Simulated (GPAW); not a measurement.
# TiAl3 (Pm-3m) in GPAW: settings compared

Aim: see how the results for TiAl3 move with the level of theory and the settings. Levels: PBEsol+D3(BJ), PBEsol+D3(BJ)+ATM, PBEsol+D4. Tasks: relaxation of cell and atoms.

Program: GPAW 26.7.0. These are calculated values, not measurements. Logs are shortened: lines on timing, memory, paths and dates and some standing lists are left out, and cuts for length are marked. The log counts tension as positive stress, the text compression.

## Step 1: Starting point

Symmetry: Pm-3m, No. 221, cubic system. The conventional cell has a = 3.956 Å, b = 3.956 Å, c = 3.956 Å, α = 90.00°, β = 90.00°, γ = 90.00°. Around Ti (site symmetry m-3m) lie 12 Al at 2.80 Å. Al (site symmetry 4/mmm) is surrounded by 4 Ti at 2.80 Å and 8 Al at 2.80 Å.

The cell comes from a database or a generator and needn't be the stable form of this composition.

## Step 2: Relaxation of cell and atoms, PBEsol+D3(BJ)

Contents of run.py:

```python
from ase import Atoms
from ase.calculators.mixing import SumCalculator
from ase.filters import FrechetCellFilter
from ase.io import write
from ase.optimize import BFGS
from dftd3.ase import DFTD3
from gpaw import GPAW, PW, setup_paths

setup_paths.insert(0, '.')

atoms = Atoms(['Ti', 'Al', 'Al', 'Al'],
              cell=[[3.95567125, 0.0, 0.0],
                    [0.0, 3.95567125, 0.0],
                    [0.0, 0.0, 3.95567125]],
              scaled_positions=[[0.0, 0.0, 0.0],
                                [0.0, 0.5, 0.5],
                                [0.5, 0.0, 0.5],
                                [0.5, 0.5, 0.0]],
              pbc=True)

calc = GPAW(mode=PW(600),
            xc='PBEsol',
            kpts={'size': (7, 7, 7), 'gamma': True},
            occupations={'name': 'fermi-dirac', 'width': 0.05},
            nbands=23,
            convergence={'density': 1e-05, 'forces': 0.0001},
            maxiter=150,
            txt='gpaw.txt')
atoms.calc = SumCalculator([calc, DFTD3(method='pbesol', damping='d3bj')])
opt = BFGS(FrechetCellFilter(atoms), trajectory='relax.traj', logfile='-')
done = opt.run(fmax=0.02, steps=60)
calc.write('gs.gpw')
write('result.traj', atoms)
print('Converged:', done)
print('Cell:', atoms.cell.cellpar().round(4))
print('Volume:', round(atoms.get_volume(), 4))
print(atoms.get_scaled_positions().round(5))
```

Potentials or basis: PAW data sets generated in the run's folder for this functional, pw.

On the command line:

```bash
$ gpaw-setup -f PBEsol Al Ti
$ OMP_NUM_THREADS=1 python run.py
```

gpaw.txt:

```text
__  _  _
 | _ |_)|_||  |
 |__||  | ||/\| - 26.7.0

Input parameters:
  mode=PW(ecut=600.0),
  convergence={'density': 1e-05, 'forces': 0.0001},
  kpts=MonkhorstPack(size=(7, 7, 7), gamma=True),
  maxiter=150,
  nbands=23,
  occupations=Occupations(name='fermi-dirac', width=0.05),
  xc=XC(name='PBEsol')

Diagonalizing LCAO Hamiltonian
Converting LCAO to pw mode
   .---------.
  /|         |
 * |         |
 | |         |
 |Al         |
 | .--Al-----.
 |/    Al   /
 Ti--------*

Atoms  # Å, Bohr magnetons
|   | symbol |        x |        y |        z |    initial magnetic moments |
|---|--------|----------|----------|----------|-----------------------------|
| 0 |     Ti | 0.000000 | 0.000000 | 0.000000 | ( 0.0000,  0.0000,  0.0000) |
| 1 |     Al | 0.000000 | 1.977836 | 1.977836 | ( 0.0000,  0.0000,  0.0000) |
| 2 |     Al | 1.977836 | 0.000000 | 1.977836 | ( 0.0000,  0.0000,  0.0000) |
| 3 |     Al | 1.977836 | 1.977836 | 0.000000 | ( 0.0000,  0.0000,  0.0000) |

Unit cell  # Å
| periodic |        x |        y |        z |  lengths |    angles |
|----------|----------|----------|----------|----------|-----------|
|      yes | 3.955671 | 0.000000 | 0.000000 | 3.955671 | 90.000000 |
|      yes | 0.000000 | 3.955671 | 0.000000 | 3.955671 | 90.000000 |
|      yes | 0.000000 | 0.000000 | 3.955671 | 3.955671 | 90.000000 |

Number of symmetries: 48
Symmetry operations  # r_c * U_cc + t_c -> r_c
|    | kind |            matrix            |
|----|------|------------------------------|
|  0 |  E   |  1, 0, 0,  0, 1, 0,  0, 0, 1 |
|  1 |  σ   |  1, 0, 0,  0, 1, 0,  0, 0,-1 |
|  2 |  σ   |  1, 0, 0,  0, 0, 1,  0, 1, 0 |
|  3 |  C4  |  1, 0, 0,  0, 0, 1,  0,-1, 0 |
|  4 |  C4  |  1, 0, 0,  0, 0,-1,  0, 1, 0 |
|  5 |  σ   |  1, 0, 0,  0, 0,-1,  0,-1, 0 |
|  6 |  σ   |  1, 0, 0,  0,-1, 0,  0, 0, 1 |
|  7 |  C2  |  1, 0, 0,  0,-1, 0,  0, 0,-1 |
|  8 |  σ   |  0, 1, 0,  1, 0, 0,  0, 0, 1 |
|  9 |  C2  |  0, 1, 0,  1, 0, 0,  0, 0,-1 |
| 10 |  C3  |  0, 1, 0,  0, 0, 1,  1, 0, 0 |
| 11 |  S6  |  0, 1, 0,  0, 0, 1, -1, 0, 0 |
| 12 |  S6  |  0, 1, 0,  0, 0,-1,  1, 0, 0 |
| 13 |  C3  |  0, 1, 0,  0, 0,-1, -1, 0, 0 |
| 14 |  C4  |  0, 1, 0, -1, 0, 0,  0, 0, 1 |
| 15 |  S4  |  0, 1, 0, -1, 0, 0,  0, 0,-1 |
| 16 |  C3  |  0, 0, 1,  1, 0, 0,  0, 1, 0 |
| 17 |  S6  |  0, 0, 1,  1, 0, 0,  0,-1, 0 |
| 18 |  σ   |  0, 0, 1,  0, 1, 0,  1, 0, 0 |
| 19 |  C4  |  0, 0, 1,  0, 1, 0, -1, 0, 0 |
| 20 |  C2  |  0, 0, 1,  0,-1, 0,  1, 0, 0 |
| 21 |  S4  |  0, 0, 1,  0,-1, 0, -1, 0, 0 |
| 22 |  S6  |  0, 0, 1, -1, 0, 0,  0, 1, 0 |
| 23 |  C3  |  0, 0, 1, -1, 0, 0,  0,-1, 0 |
| 24 |  S6  |  0, 0,-1,  1, 0, 0,  0, 1, 0 |
| 25 |  C3  |  0, 0,-1,  1, 0, 0,  0,-1, 0 |
| 26 |  C4  |  0, 0,-1,  0, 1, 0,  1, 0, 0 |
| 27 |  σ   |  0, 0,-1,  0, 1, 0, -1, 0, 0 |
| 28 |  S4  |  0, 0,-1,  0,-1, 0,  1, 0, 0 |
| 29 |  C2  |  0, 0,-1,  0,-1, 0, -1, 0, 0 |
| 30 |  C3  |  0, 0,-1, -1, 0, 0,  0, 1, 0 |
| 31 |  S6  |  0, 0,-1, -1, 0, 0,  0,-1, 0 |
| 32 |  C4  |  0,-1, 0,  1, 0, 0,  0, 0, 1 |
| 33 |  S4  |  0,-1, 0,  1, 0, 0,  0, 0,-1 |
[... 180 lines left out ...]
Fermi level: 8.480
Eigenvalues  # (at kpt = [0.000, 0.000, 0.000])
| band index |      eig [eV] | occ [0-2] |
|------------|---------------|-----------|
|          0 |       -48.294 |     2.000 |
|        ... |               |           |
|          2 |       -24.713 |     2.000 |
|          3 |       -24.713 |     2.000 |
|          4 |        -2.421 |     2.000 |
|          5 |         5.298 |     2.000 |
|          6 |         5.298 |     2.000 |
|          7 |         6.236 |     2.000 |
[... 8 lines left out ...]
|         16 |        14.114 |     0.000 |
|         17 |        14.114 |     0.000 |
|        ... |               |           |
|         22 |        17.114 |     0.000 |

No gap
No difference between direct/indirect transitions

Stress tensor  # eV/Ang^3
|        x |        y |        z |
|----------|----------|----------|
| 0.002841 | 0.000000 | 0.000000 |
| 0.000000 | 0.002841 | 0.000000 |
| 0.000000 | 0.000000 | 0.002841 |

Forces  # eV/Ang
|       x |       y |       z |
|---------|---------|---------|
| 0.00000 | 0.00000 | 0.00000 |  # Ti   0
| 0.00000 | 0.00000 | 0.00000 |  # Al   1
| 0.00000 | 0.00000 | 0.00000 |  # Al   2
| 0.00000 | 0.00000 | 0.00000 |  # Al   3

Interpolating wave functions to new cell

         Al
            Al
              Al
       Ti

Atoms  # Å, Bohr magnetons
|   | symbol |         x |         y |         z |    initial magnetic moments |
|---|--------|-----------|-----------|-----------|-----------------------------|
| 0 |     Ti | -0.000000 | -0.000000 | -0.000000 | ( 0.0000,  0.0000,  0.0000) |
| 1 |     Al | -0.000000 |  1.974586 |  1.974586 | ( 0.0000,  0.0000,  0.0000) |
| 2 |     Al |  1.974586 | -0.000000 |  1.974586 | ( 0.0000,  0.0000,  0.0000) |
| 3 |     Al |  1.974586 |  1.974586 | -0.000000 | ( 0.0000,  0.0000,  0.0000) |

Unit cell  # Å
| periodic |         x |         y |         z |  lengths |    angles |
|----------|-----------|-----------|-----------|----------|-----------|
|      yes |  3.949172 | -0.000000 |  0.000000 | 3.949172 | 90.000000 |
|      yes | -0.000000 |  3.949172 | -0.000000 | 3.949172 | 90.000000 |
|      yes |  0.000000 | -0.000000 |  3.949172 | 3.949172 | 90.000000 |

Number of symmetries: 48
Symmetry operations  # r_c * U_cc + t_c -> r_c
|    | kind |            matrix            |
|----|------|------------------------------|
|  0 |  E   |  1, 0, 0,  0, 1, 0,  0, 0, 1 |
|  1 |  σ   |  1, 0, 0,  0, 1, 0,  0, 0,-1 |
|  2 |  σ   |  1, 0, 0,  0, 0, 1,  0, 1, 0 |
|  3 |  C4  |  1, 0, 0,  0, 0, 1,  0,-1, 0 |
|  4 |  C4  |  1, 0, 0,  0, 0,-1,  0, 1, 0 |
|  5 |  σ   |  1, 0, 0,  0, 0,-1,  0,-1, 0 |
|  6 |  σ   |  1, 0, 0,  0,-1, 0,  0, 0, 1 |
|  7 |  C2  |  1, 0, 0,  0,-1, 0,  0, 0,-1 |
|  8 |  σ   |  0, 1, 0,  1, 0, 0,  0, 0, 1 |
|  9 |  C2  |  0, 1, 0,  1, 0, 0,  0, 0,-1 |
| 10 |  C3  |  0, 1, 0,  0, 0, 1,  1, 0, 0 |
| 11 |  S6  |  0, 1, 0,  0, 0, 1, -1, 0, 0 |
| 12 |  S6  |  0, 1, 0,  0, 0,-1,  1, 0, 0 |
| 13 |  C3  |  0, 1, 0,  0, 0,-1, -1, 0, 0 |
| 14 |  C4  |  0, 1, 0, -1, 0, 0,  0, 0, 1 |
| 15 |  S4  |  0, 1, 0, -1, 0, 0,  0, 0,-1 |
| 16 |  C3  |  0, 0, 1,  1, 0, 0,  0, 1, 0 |
| 17 |  S6  |  0, 0, 1,  1, 0, 0,  0,-1, 0 |
| 18 |  σ   |  0, 0, 1,  0, 1, 0,  1, 0, 0 |
| 19 |  C4  |  0, 0, 1,  0, 1, 0, -1, 0, 0 |
| 20 |  C2  |  0, 0, 1,  0,-1, 0,  1, 0, 0 |
| 21 |  S4  |  0, 0, 1,  0,-1, 0, -1, 0, 0 |
| 22 |  S6  |  0, 0, 1, -1, 0, 0,  0, 1, 0 |
| 23 |  C3  |  0, 0, 1, -1, 0, 0,  0,-1, 0 |
| 24 |  S6  |  0, 0,-1,  1, 0, 0,  0, 1, 0 |
| 25 |  C3  |  0, 0,-1,  1, 0, 0,  0,-1, 0 |
| 26 |  C4  |  0, 0,-1,  0, 1, 0,  1, 0, 0 |
| 27 |  σ   |  0, 0,-1,  0, 1, 0, -1, 0, 0 |
| 28 |  S4  |  0, 0,-1,  0,-1, 0,  1, 0, 0 |
| 29 |  C2  |  0, 0,-1,  0,-1, 0, -1, 0, 0 |
| 30 |  C3  |  0, 0,-1, -1, 0, 0,  0, 1, 0 |
| 31 |  S6  |  0, 0,-1, -1, 0, 0,  0,-1, 0 |
| 32 |  C4  |  0,-1, 0,  1, 0, 0,  0, 0, 1 |
| 33 |  S4  |  0,-1, 0,  1, 0, 0,  0, 0,-1 |
[... 179 lines left out ...]
Fermi level: 8.532
Eigenvalues  # (at kpt = [0.000, 0.000, 0.000])
| band index |      eig [eV] | occ [0-2] |
|------------|---------------|-----------|
|          0 |       -48.232 |     2.000 |
|        ... |               |           |
|          2 |       -24.653 |     2.000 |
|          3 |       -24.653 |     2.000 |
|          4 |        -2.399 |     2.000 |
|          5 |         5.338 |     2.000 |
|          6 |         5.338 |     2.000 |
|          7 |         6.283 |     2.000 |
[... 8 lines left out ...]
|         16 |        14.189 |     0.000 |
|         17 |        14.189 |     0.000 |
|        ... |               |           |
|         22 |        17.205 |     0.000 |

No gap
No difference between direct/indirect transitions

Stress tensor  # eV/Ang^3
|         x |         y |         z |
|-----------|-----------|-----------|
| -0.000603 |  0.000000 |  0.000000 |
|  0.000000 | -0.000603 |  0.000000 |
|  0.000000 |  0.000000 | -0.000603 |

Forces  # eV/Ang
|       x |        y |       z |
|---------|----------|---------|
| 0.00000 |  0.00000 | 0.00000 |  # Ti   0
| 0.00000 |  0.00000 | 0.00000 |  # Al   1
| 0.00000 | -0.00000 | 0.00000 |  # Al   2
| 0.00000 |  0.00000 | 0.00000 |  # Al   3

Interpolating wave functions to new cell

         Al
            Al
              Al
       Ti

Atoms  # Å, Bohr magnetons
|   | symbol |         x |         y |         z |    initial magnetic moments |
|---|--------|-----------|-----------|-----------|-----------------------------|
| 0 |     Ti | -0.000000 |  0.000000 | -0.000000 | ( 0.0000,  0.0000,  0.0000) |
| 1 |     Al |  0.000000 |  1.948842 |  1.948842 | ( 0.0000,  0.0000,  0.0000) |
| 2 |     Al |  1.948842 | -0.000000 |  1.948842 | ( 0.0000,  0.0000,  0.0000) |
| 3 |     Al |  1.948842 |  1.948842 | -0.000000 | ( 0.0000,  0.0000,  0.0000) |

Unit cell  # Å
| periodic |        x |         y |         z |  lengths |    angles |
|----------|----------|-----------|-----------|----------|-----------|
|      yes | 3.897684 |  0.000000 |  0.000000 | 3.897684 | 90.000000 |
|      yes | 0.000000 |  3.897684 | -0.000000 | 3.897684 | 90.000000 |
|      yes | 0.000000 | -0.000000 |  3.897684 | 3.897684 | 90.000000 |

Number of symmetries: 48
Symmetry operations  # r_c * U_cc + t_c -> r_c
|    | kind |            matrix            |
|----|------|------------------------------|
|  0 |  E   |  1, 0, 0,  0, 1, 0,  0, 0, 1 |
|  1 |  σ   |  1, 0, 0,  0, 1, 0,  0, 0,-1 |
|  2 |  σ   |  1, 0, 0,  0, 0, 1,  0, 1, 0 |
|  3 |  C4  |  1, 0, 0,  0, 0, 1,  0,-1, 0 |
|  4 |  C4  |  1, 0, 0,  0, 0,-1,  0, 1, 0 |
|  5 |  σ   |  1, 0, 0,  0, 0,-1,  0,-1, 0 |
|  6 |  σ   |  1, 0, 0,  0,-1, 0,  0, 0, 1 |
|  7 |  C2  |  1, 0, 0,  0,-1, 0,  0, 0,-1 |
|  8 |  σ   |  0, 1, 0,  1, 0, 0,  0, 0, 1 |
|  9 |  C2  |  0, 1, 0,  1, 0, 0,  0, 0,-1 |
| 10 |  C3  |  0, 1, 0,  0, 0, 1,  1, 0, 0 |
| 11 |  S6  |  0, 1, 0,  0, 0, 1, -1, 0, 0 |
| 12 |  S6  |  0, 1, 0,  0, 0,-1,  1, 0, 0 |
| 13 |  C3  |  0, 1, 0,  0, 0,-1, -1, 0, 0 |
| 14 |  C4  |  0, 1, 0, -1, 0, 0,  0, 0, 1 |
| 15 |  S4  |  0, 1, 0, -1, 0, 0,  0, 0,-1 |
| 16 |  C3  |  0, 0, 1,  1, 0, 0,  0, 1, 0 |
| 17 |  S6  |  0, 0, 1,  1, 0, 0,  0,-1, 0 |
| 18 |  σ   |  0, 0, 1,  0, 1, 0,  1, 0, 0 |
| 19 |  C4  |  0, 0, 1,  0, 1, 0, -1, 0, 0 |
| 20 |  C2  |  0, 0, 1,  0,-1, 0,  1, 0, 0 |
| 21 |  S4  |  0, 0, 1,  0,-1, 0, -1, 0, 0 |
| 22 |  S6  |  0, 0, 1, -1, 0, 0,  0, 1, 0 |
| 23 |  C3  |  0, 0, 1, -1, 0, 0,  0,-1, 0 |
| 24 |  S6  |  0, 0,-1,  1, 0, 0,  0, 1, 0 |
| 25 |  C3  |  0, 0,-1,  1, 0, 0,  0,-1, 0 |
| 26 |  C4  |  0, 0,-1,  0, 1, 0,  1, 0, 0 |
| 27 |  σ   |  0, 0,-1,  0, 1, 0, -1, 0, 0 |
| 28 |  S4  |  0, 0,-1,  0,-1, 0,  1, 0, 0 |
| 29 |  C2  |  0, 0,-1,  0,-1, 0, -1, 0, 0 |
| 30 |  C3  |  0, 0,-1, -1, 0, 0,  0, 1, 0 |
| 31 |  S6  |  0, 0,-1, -1, 0, 0,  0,-1, 0 |
| 32 |  C4  |  0,-1, 0,  1, 0, 0,  0, 0, 1 |
| 33 |  S4  |  0,-1, 0,  1, 0, 0,  0, 0,-1 |
[... 179 lines left out ...]
Fermi level: 8.947
Eigenvalues  # (at kpt = [0.000, 0.000, 0.000])
| band index |      eig [eV] | occ [0-2] |
|------------|---------------|-----------|
|          0 |       -47.728 |     2.000 |
|        ... |               |           |
|          2 |       -24.161 |     2.000 |
|          3 |       -24.161 |     2.000 |
|          4 |        -2.224 |     2.000 |
|          5 |         5.661 |     2.000 |
|          6 |         5.661 |     2.000 |
|          7 |         6.661 |     2.000 |
[... 8 lines left out ...]
|         16 |        14.800 |     0.000 |
|         17 |        14.800 |     0.000 |
|        ... |               |           |
|         22 |        17.951 |     0.000 |

No gap
No difference between direct/indirect transitions

Stress tensor  # eV/Ang^3
|         x |         y |         z |
|-----------|-----------|-----------|
| -0.030668 | -0.000000 | -0.000000 |
| -0.000000 | -0.030668 | -0.000000 |
| -0.000000 | -0.000000 | -0.030668 |

Forces  # eV/Ang
|       x |        y |        z |
|---------|----------|----------|
| 0.00000 |  0.00000 |  0.00000 |  # Ti   0
| 0.00000 |  0.00000 |  0.00000 |  # Al   1
| 0.00000 | -0.00000 |  0.00000 |  # Al   2
| 0.00000 |  0.00000 | -0.00000 |  # Al   3

# Writing to gs.gpw (mode='')
```

It took 45 s on 1 thread of Arm Neoverse V2, shared host; peak memory 0.2 GiB.

Results:

```yaml
Free_energy: -22.6231 eV
Relaxed_volume: 14.80 Å³/atom
Relaxed_cell: a = 3.898 Å, b = 3.898 Å, c = 3.898 Å, α = 90.00°, β = 90.00°, γ = 90.00°
Space_group_after_relaxing_to_0.05_Å: Pm-3m (No. 221)
Energy_gained_by_relaxing: 9.0 meV/atom
Ionic_steps: 3
Pressure_after_relaxing: 0.2 GPa
Band_gap_on_the_k_mesh: none (metal or under the smearing width)
Dispersion_energy_per_atom: -0.430 eV
```

Step by step:
| step | energy change (eV) | largest force (eV/Å) | pressure (GPa) | volume (Å³) |
| --- | --- | --- | --- | --- |
| 1 | 0.0000 | 0.0000 | -4.77 | 61.90 |
| 2 | -0.0082 | 0.0000 | -4.26 | 61.59 |
| 3 | -0.0360 | 0.0000 | 0.21 | 59.21 |

Final structure:
```
CELL_PARAMETERS angstrom
3.89768 0.00000 0.00000
0.00000 3.89768 0.00000
0.00000 0.00000 3.89768
ATOMIC_POSITIONS crystal
Ti 0.00000 0.00000 0.00000
Al 0.00000 0.50000 0.50000
Al 0.50000 0.00000 0.50000
Al 0.50000 0.50000 0.00000
```

Levels at points of the mesh, in eV from the Fermi level:
```
           k point  band 7  band 8  band 9  band 10  band 11  band 12  band 13  band 14
(0.00, 0.00, 0.00)   -3.29   -2.29   -2.29    -2.29     0.08     0.08     0.08     0.59
```

Caveat: later steps reuse the first step's grids; pairwise dispersion overbinds metals, which lowers pressure and volume.

## Step 3: Relaxation of cell and atoms, PBEsol+D3(BJ)+ATM

run.py, as its differences from that of step 2:

```diff
@@ -28,3 +28,3 @@
             txt='gpaw.txt')
-atoms.calc = SumCalculator([calc, DFTD3(method='pbesol', damping='d3bj')])
+atoms.calc = SumCalculator([calc, DFTD3(damping='d3bj', params_tweaks=dict(method='pbesol', atm=True))])
 opt = BFGS(FrechetCellFilter(atoms), trajectory='relax.traj', logfile='-')
```

Potentials or basis: PAW data sets generated in the run's folder for this functional, pw.

On the command line:

```bash
$ gpaw-setup -f PBEsol Al Ti
$ OMP_NUM_THREADS=1 python run.py
```

Run time: 46 s. Hardware: 1 thread of Arm Neoverse V2, shared host; peak memory 0.2 GiB.

The run converged. Its results:

- Free energy: -22.4925 eV
- Relaxed volume: 14.89 Å³/atom
- Relaxed cell: a = 3.906 Å, b = 3.906 Å, c = 3.906 Å, α = 90.00°, β = 90.00°, γ = 90.00°
- Space group after relaxing (to 0.05 Å): Pm-3m (No. 221)
- Energy gained by relaxing: 6.7 meV/atom
- Ionic steps: 3
- Pressure after relaxing: 0.2 GPa
- Band gap on the k mesh: none (metal or under the smearing width)
- Dispersion energy per atom: -0.395 eV

The path:
```tsv
step	energy change (eV)	largest force (eV/Å)	pressure (GPa)	volume (Å³)
1	0.0000	0.0000	-4.15	61.90
2	-0.0061	0.0000	-3.70	61.63
3	-0.0266	0.0000	0.16	59.58
```

Final structure:
```
Ti Al
1.0
     3.90568    0.00000    0.00000
     0.00000    3.90568    0.00000
     0.00000    0.00000    3.90568
Ti Al
1 3
Direct
  0.00000 0.00000 0.00000
  0.00000 0.50000 0.50000
  0.50000 0.00000 0.50000
  0.50000 0.50000 0.00000
```

Levels at points of the mesh, in eV from the Fermi level:
```csv
k point,band 8,band 9,band 10,band 11,band 12,band 13
"(0.00, 0.00, 0.00)",-2.28,-2.28,-2.28,0.08,0.08,0.08
```

Caveat: later steps reuse the first step's grids; pairwise dispersion overbinds metals, which lowers pressure and volume.

## Step 4: Relaxation of cell and atoms, PBEsol+D4

run.py, as its differences from that of step 3:

```diff
@@ -5,3 +5,3 @@
 from ase.optimize import BFGS
-from dftd3.ase import DFTD3
+from dftd4.ase import DFTD4
 from gpaw import GPAW, PW, setup_paths
@@ -28,3 +28,3 @@
             txt='gpaw.txt')
-atoms.calc = SumCalculator([calc, DFTD3(damping='d3bj', params_tweaks=dict(method='pbesol', atm=True))])
+atoms.calc = SumCalculator([calc, DFTD4(method='pbesol')])
 opt = BFGS(FrechetCellFilter(atoms), trajectory='relax.traj', logfile='-')
```

On the command line:

```bash
$ gpaw-setup -f PBEsol Al Ti
$ OMP_NUM_THREADS=1 python run.py
```

It took 46 s on 1 thread of Arm Neoverse V2, shared host; peak memory 0.2 GiB.

It converged, with:

```yaml
Free_energy: -21.7229 eV
Relaxed_volume: 15.14 Å³/atom
Relaxed_cell: a = 3.927 Å, b = 3.927 Å, c = 3.927 Å, α = 90.00°, β = 90.00°, γ = 90.00°
Space_group_after_relaxing_to_0.05_Å: Pm-3m (No. 221)
Energy_gained_by_relaxing: 2.0 meV/atom
Ionic_steps: 3
Pressure_after_relaxing: 0.1 GPa
Band_gap_on_the_k_mesh: none (metal or under the smearing width)
Dispersion_energy_per_atom: -0.197 eV
```

The path:
```csv
step,energy change (eV),largest force (eV/Å),pressure (GPa),volume (Å³)
1,0.0000,0.0000,-2.37,61.90
2,-0.0020,0.0000,-2.11,61.74
3,-0.0079,0.0000,0.05,60.57
```

Final structure:
```
Ti Al
1.0
     3.92728    0.00000    0.00000
     0.00000    3.92728    0.00000
     0.00000    0.00000    3.92728
Ti Al
1 3
Direct
  0.00000 0.00000 0.00000
  0.00000 0.50000 0.50000
  0.50000 0.00000 0.50000
  0.50000 0.50000 0.00000
```

Levels at points of the mesh, in eV from the Fermi level:
| k point | band 7 | band 8 | band 9 | band 10 | band 11 | band 12 | band 13 | band 14 |
| --- | --- | --- | --- | --- | --- | --- | --- | --- |
| (0.00, 0.00, 0.00) | -3.23 | -2.27 | -2.27 | -2.27 | 0.08 | 0.08 | 0.08 | 0.61 |

Caveat: later steps reuse the first step's grids; pairwise dispersion overbinds metals, which lowers pressure and volume.

## Step 5: The runs side by side

```tsv
level	gap on the mesh (eV)	pressure (GPa)	relaxed volume (Å³/atom)
PBEsol+D3(BJ)	none	0.2	14.80
PBEsol+D3(BJ)+ATM	none	0.2	14.89
PBEsol+D4	none	0.1	15.14
```

Alike in all rows: task relaxation of cell and atoms; potentials or basis PAW data sets generated in the run's folder for this functional, pw; no spin polarisation; cell relaxed; k mesh 7 × 7 × 7; cutoff (eV) 600; smearing fermi-dirac 0.05 eV.

Caveats: later steps reuse the first step's grids; pairwise dispersion overbinds metals, which lowers pressure and volume.

Absolute energies hang on the potentials; compare differences alone.
